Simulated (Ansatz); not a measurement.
# AlAs: zone-centre modes under pressure

AlAs, F-43m, a = 5.728 Å. Ansatz: PBE, PAW, 420 eV, Γ-centred 8×8×8 mesh on 2 atoms, fixed occupations; no spin polarisation. Cell and atoms are relaxed at each pressure with the symmetry kept; optical modes at Γ by linear response, in cm⁻¹, the highest, without the LO field.

```
P (GPa) V (Å³/atom)     ω1
      0       23.496  345.5
      5       22.028  371.9
     11       20.733  398.3
     22       19.043      ?
```

Q: Get the mode's Grüneisen parameter γ = −d ln ω/d ln V from the other rows and predict the missing frequency.

A: ln(V/V0) = 0.0000, -0.0645, -0.1251, -0.2101; a line through ln(ω/ω0) of the 3 known rows gives ω1: γ = 1.137, predicted 438.8, computed 437.7. The miss is 0.2 %, or 1 % of the shift under pressure, so a constant γ serves at that level.

The mesh isn't the same in all rows (8×8×8, 10×10×10).

Cost: 4 runs of about 3.8 core-minutes in all, on Arm Neoverse V1 (shared hosts).